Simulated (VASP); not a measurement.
Write the native input for VASP 6.6.1 that does the following.

- Task: relaxation of the atoms
- Functional: r2SCAN
- Potentials or basis: VASP PAW PBE potentials, release 64 (Be, Te)
- Cutoff: 600 eV
- k mesh: 8 × 8 × 8
- Occupations: gaussian, width 0.03 eV
- Spin: no spin polarisation
- Further INCAR settings: ALGO = Normal; EDIFF = 1e-07; IBRION = 2; EDIFFG = -0.01; NSW = 40

The structure of BeTe lies in POSCAR:

```
BeTe                                    
1.0
    0.0000000000      2.8866091530      2.8866091530
    2.8866091530      0.0000000000      2.8866091530
    2.8866091530      2.8866091530      0.0000000000
  Be              Te            
     1     1
Direct
     0.0000000000000000    0.0000000000000000    0.0000000000000000
     0.2500000000000000    0.2500000000000000    0.2500000000000000
```

The cell isn't the ideal one: a relaxed cell with its volume scaled by 1.06.

The input as run:

INCAR

```
SYSTEM = BeTe
PREC     = Accurate       ! precision mode
ENCUT    = 600            ! plane-wave cutoff, eV
EDIFF    = 1E-7           ! SCF threshold, eV
ISMEAR   = 0              ! smearing method
SIGMA    = 0.03           ! smearing width, eV
LREAL    = .FALSE.        ! projectors in reciprocal space
LASPH    = .TRUE.         ! aspherical terms in the spheres
NELM     = 80             ! most SCF steps
ALGO     = Normal         ! electronic algorithm
ISIF     = 2              ! what is computed and relaxed
LWAVE    = .FALSE.        ! write WAVECAR
LCHARG   = .FALSE.        ! write CHGCAR
METAGGA  = R2SCAN         ! meta-GGA
LMIXTAU  = .TRUE.       
IBRION   = 2              ! ionic algorithm
NSW      = 40             ! ionic steps
EDIFFG   = -0.01          ! ionic threshold
```

KPOINTS

```
Automatic mesh
0
G
  8 8 8
  0 0 0
```

Potentials or basis: VASP PAW PBE potentials, release 64 (Be, Te).

The run is started by

```sh
$ cat potpaw_PBE.64/Be/POTCAR potpaw_PBE.64/Te/POTCAR > POTCAR
$ mpirun -np 1 vasp_std > vasp.out
```

It gave:

```yaml
Pressure_after_relaxing: -3.1 GPa
Band_gap_on_the_k_mesh: 2.51 eV, indirect (least direct gap 3.94 eV)
```

Caveat: the relaxation stopped at its first step, so nothing moved; the PAW data sets were made with another functional, which shifts forces and pressure a little; spin-orbit coupling is left out, which moves the levels of the heavy elements.

It took 79 s on 1 thread of Intel(R) Xeon(R) Platinum 8488C (Sapphire Rapids) (shared host), peak memory 0.2 GiB.
